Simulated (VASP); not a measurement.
Input of a VASP 6.6.1 run:

INCAR

```
PREC     = Accurate       # precision mode
ENCUT    = 520            # plane-wave cutoff, eV
EDIFF    = 1E-6           # SCF threshold, eV
ISMEAR   = 0              # smearing method
SIGMA    = 0.1            # smearing width, eV
LREAL    = F              # projectors in reciprocal space
LASPH    = T              # aspherical terms in the spheres
NELM     = 150            # most SCF steps
ALGO     = Fast           # electronic algorithm
ISIF     = 2              # what is computed and relaxed
LWAVE    = F              # write WAVECAR
LCHARG   = F              # write CHGCAR
ISPIN    = 2              # spin polarisation
MAGMOM   = 2 2 2 2 0 0 0 0 # initial moments
LORBIT   = 11             # projections on sites
LMAXMIX  = 4              # l up to which the mixer works
GGA      = PS             # functional
NBANDS   = 46             # bands
```

KPOINTS

```
regular mesh
0
Gamma
  4 4 6
```

File POSCAR:

```
NiO
1.0
    5.5505245536      0.0000000000      0.0000000000
    0.0000000000      5.5505245536      0.0000000000
    0.0000000000      0.0000000000      3.2642799151
Ni O
4 4
Direct
    0.1820766764      0.1820766764      0.5000000000
    0.8179233236      0.8179233236      0.5000000000
    0.6820766764      0.3179233236      0.0000000000
    0.3179233236      0.6820766764      0.0000000000
    0.8179728430      0.1820271570      0.5000000000
    0.1820271570      0.8179728430      0.5000000000
    0.6820271570      0.6820271570      0.0000000000
    0.3179728430      0.3179728430      0.0000000000
```

Potentials or basis: VASP PAW PBE potentials, release 64 (Ni, O).

Run with:

```console
$ cat potpaw_PBE.64/Ni/POTCAR potpaw_PBE.64/O/POTCAR > POTCAR
$ mpirun -np 1 vasp_std > vasp.out
```

What does it give for the pressure?

-13.0 GPa.

What does it give for the band gap on the k mesh?

None (metal or under the smearing width).

Predict the site moments.

Ni +1.50; O +0.37 μB.

Stress tensor (GPa, compression positive):
```
-12.18   0.00   0.00
  0.00 -12.18   0.00
  0.00   0.00 -14.60
```

Caveat: the PAW data sets were made with another functional, which shifts forces and pressure a little; semilocal functionals often make such compounds metallic where correlation or magnetic order opens a gap, which also shifts bond lengths.
